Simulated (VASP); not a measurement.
Input of a VASP 6.6.1 run:

Contents of INCAR:

```
PREC     = Accurate       # precision mode
ENCUT    = 520            # plane-wave cutoff, eV
EDIFF    = 1E-6           # SCF threshold, eV
ISMEAR   = -1             # smearing method
SIGMA    = 0.02           # smearing width, eV
LREAL    = Auto         
LASPH    = T              # aspherical terms in the spheres
NELM     = 60             # most SCF steps
ALGO     = Normal         # electronic algorithm
ISIF     = 2              # what is computed and relaxed
LWAVE    = F              # write WAVECAR
LCHARG   = F              # write CHGCAR
GGA      = PS             # functional
NBANDS   = 64             # bands
```

File KPOINTS:

```
regular mesh
0
Gamma
  1 1 1
```

Contents of POSCAR:

```
H6C2O
1.0
    7.5290720000      0.0000000000      0.0000000000
    0.0000000000      7.5290720000      0.0000000000
    0.0000000000      0.0000000000      7.5290720000
C O H
8 4 24
Direct
    0.7880254034      0.7236349978     -0.0112364445
    0.9409658986      0.5987059229      0.0436441569
    0.3841907741      0.4413292900      1.0726023074
    0.3887066029      0.3593802795      0.8978530156
    0.2917756664      0.8357603699      0.5712656221
    0.1464855164      0.9835873531      0.5365203042
    0.6027037595      0.1680552397      0.5242213117
    0.5769104081      0.3663134049      0.4778942212
    0.8866431348      0.4732057284      0.1831832661
    0.2273454152      0.3552761881      0.8036979856
    0.0184617706      0.9088769506      0.4249660516
    0.3808039025      0.3979906156      0.5106074162
    0.9767206370      0.3802726286      0.1578414976
    1.0155434826      0.5182710432     -0.0697164272
    1.0480176043      0.6576374884      0.1316364088
    0.8154922678      0.8301023021     -0.1029608961
    0.7033801775      0.6324551020     -0.0793723317
    0.7205403269      0.7583404701      0.1137856033
    0.2692098043      0.3569762648      0.6869372480
    0.5042852559      0.4025197262      0.8142703377
    0.4236511485      0.2190708231      0.9227830468
    0.5159998470      0.4301592547      1.1351332541
    0.3556215162      0.5915337242      1.0705701845
    0.2768070222      0.3825305429      1.1654822799
   -0.0504710275      1.0059141419      0.3767130929
    0.1066399684      1.0187842539      0.6852902987
    0.2178356111      1.0930297917      0.4766590092
    0.3927310032      0.8944395803      0.6679840490
    0.2373068022      0.7142580121      0.6151886979
    0.3736582676      0.8216816096      0.4551955407
    0.3620100857      0.5298793796      0.5114176090
    0.6496949425      0.4460443465      0.5754892502
    0.6151754160      0.4014306146      0.3511189692
    0.7369168471      0.1247829746      0.5807754262
    0.5110988446      0.1452237407      0.6433329366
    0.5612378259      0.0709782029      0.4224690639
```

Potentials or basis: VASP PAW PBE potentials, release 64 (C, O, H).

Command:

```bash
$ cat potpaw_PBE.64/C/POTCAR potpaw_PBE.64/O/POTCAR potpaw_PBE.64/H/POTCAR > POTCAR
$ mpirun -np 1 vasp_gam > vasp.out
```

Problem. Estimate the largest force.

Solution. 4.138 eV/Å.

Problem. What does it give for the band gap on the k mesh?

Solution. 4.23 eV, direct.

Stress tensor (GPa, compression positive):
```
-1.37  2.00 -0.21
 2.00 -0.70 -0.35
-0.21 -0.35  1.39
```

Caveat: the PAW data sets were made with another functional, which shifts forces and pressure a little. As with any semilocal functional, this PBEsol gap is likely too small.
